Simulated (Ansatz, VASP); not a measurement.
Two plane-wave programs on RbH2

```
Rb H
1.0
     1.73893    1.00397    5.25200
    -1.73893    1.00397    5.25200
     0.00000   -2.00794    5.25200
Rb H
1 2
Direct
  0.00000 0.00000 0.00000
  0.75000 0.75000 0.75000
  0.25000 0.25000 0.25000
```

Alike in both runs: task relaxation of cell and atoms; functional PBE; k mesh 6 × 6 × 6; occupations gaussian, width 0.1 eV; no spin polarisation.

|  | VASP | Ansatz |
| --- | --- | --- |
| version | VASP 6.6.1 | Ansatz 0.2.0 |
| potentials or method | VASP PAW PBE potentials, release 64 (Rb_sv, H) | scalar-relativistic, plane waves, PAW |
| plane-wave cutoff (eV) | 600 | 420 |
| valence electrons in the cell | 11 | 11 |

```tsv
	VASP	Ansatz	Ansatz less VASP
gap on the k mesh at the Fermi level, each at its own relaxed structure (eV)	none	none	-
relaxed volume (Å³/atom)	21.21	20.71	-0.502
relaxed cell length with the largest relative difference (Å)	5.044	5.051	+0.0073
energy change over the relaxation (meV/atom)	-366	-365	+1.2
```

A gap of «none» marks a metal or a gap that the smearing closes.

Caveats: the volume moved by over 15 % at a fixed basis, so the end points are rough (VASP).
